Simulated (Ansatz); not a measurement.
Crystal: AlNi.

```
Ni Al
1.0
     2.88100    0.00000    0.00000
     0.00000    2.88100    0.00000
     0.00000    0.00000    2.88100
Ni Al
1 1
Direct
  0.50000 0.50000 0.50000
  0.00000 0.00000 0.00000
```

Base run:

- Program: Ansatz 0.2.0
- Functional: BLYP
- Potentials or basis: all-electron LAPW, scalar-relativistic
- Cutoff: 256 eV
- Density cutoff: 1023 eV
- Basis error allowed: 0.001 eV/atom
- k mesh: 9 × 9 × 9
- Occupations: fermi-dirac, width 0.05 eV
- Spin: collinear spin, ferromagnetic start
- Starting moments: [1.0, 0.0] μB

Its results: pressure 6.5 GPa; net moment 0.00 μB per cell.

Problem. After a change of settings the same cell gave: pressure 4.8 GPa; net moment 0.00 μB per cell. Which change was it?
A. functional from BLYP to PBE; occupations from fermi-dirac, width 0.05 eV to gaussian, width 0.027 eV
B. functional from BLYP to LDA
C. functional from BLYP to revPBE
D. functional from BLYP to PBEsol; hubbard terms from none to Ni d U = 8 eV

Solution. C.

Not every run made on this cell is shown here.
